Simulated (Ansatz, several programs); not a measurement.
SnO (zincblende), relaxed with PBE in Ansatz (plane waves, PAW): it is cubic, F-43m (No. 216); conventional cell a = 5.477 Å, 20.54 Å³ an atom. Sn has 4 O at 2.37 Å; O has 4 Sn at 2.37 Å. The cell was then scaled with its shape and fractional coordinates held. The cell comes from a prototype generator: it can be a known phase or a hypothetical one. Spin polarisation is off.

```tsv
V (Å³/atom)	E (meV/atom)
19.307	17.30
20.539	0.00
21.155	2.97
21.772	12.16
```

Q: Pass a cubic E = c₀ + c₁u + c₂u² + c₃u³, with u = V − 20.693 Å³, through these points.

A: c₀ = 0.10, c₁ = +2.089, c₂ = 9.316, c₃ = -0.8267 (meV and Å³).

Q: Where is the minimum, and what bulk modulus follows?

A: dE/du = 0 at u = -0.111, so V₀ = 20.58 Å³. B = V₀ d²E/dV² = 20.58 × (2c₂ + 6c₃u) = 20.58 × 19.181 = 395 meV/Å³, and 1 meV/Å³ is 0.16022 GPa: 63 GPa. A third-order Birch-Murnaghan fit to all five points gives 20.58 Å³ and 63 GPa.

Q: Predict the energy and the pressure at the withheld volume, 19.923 Å³.

A: With u = -0.770: E ≈ 4.39 meV and P = −dE/dV ≈ +2.20 GPa. The run gives 4.31 meV and, from its stress, +2.20 GPa.
